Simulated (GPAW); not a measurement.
CuO in GPAW: the effect of potentials

The system is CuO.

```
Cu O
1.0
     3.42205    0.00000    0.00000
     0.00000    3.42205    0.00000
     0.00000    0.00000    4.26046
Cu O
2 2
Direct
  0.00000 0.50000 0.00000
  0.50000 0.00000 0.50000
  0.00000 0.00000 0.25000
  0.00000 0.00000 0.75000
```

Measurements of this composition are mostly on another form, of space group No. 15.

Alike in all runs:

```yaml
Program: GPAW 26.7.0
Task: single point
Functional: PBE
Basis: pw
k_mesh: 8 × 8 × 6
Occupations: fermi-dirac, width 0.05 eV
Spin: no spin polarisation
```

```csv
potentials,cutoff,pressure (GPa)
GPAW stock,800 eV,-1.6
PAW data sets made by gpaw-setup for the functional,800 eV,-1.6
JTH PAW 2.0,800 eV,-3.3
SG15 ONCV 1.2,1100 eV,?
```

Q: What does the run with potentials SG15 ONCV 1.2 give?

A: Pressure -2.6 GPa.

Caveats: the run has no spin polarisation, though such a crystal can be magnetic; with this Cu data set, volumes or pressures lay over 1.5 % or 2 GPa off other programs in two to four cells of ten (some runs); the program truncates these outside data sets (some runs).

The runs don't all hold the same shells in valence.
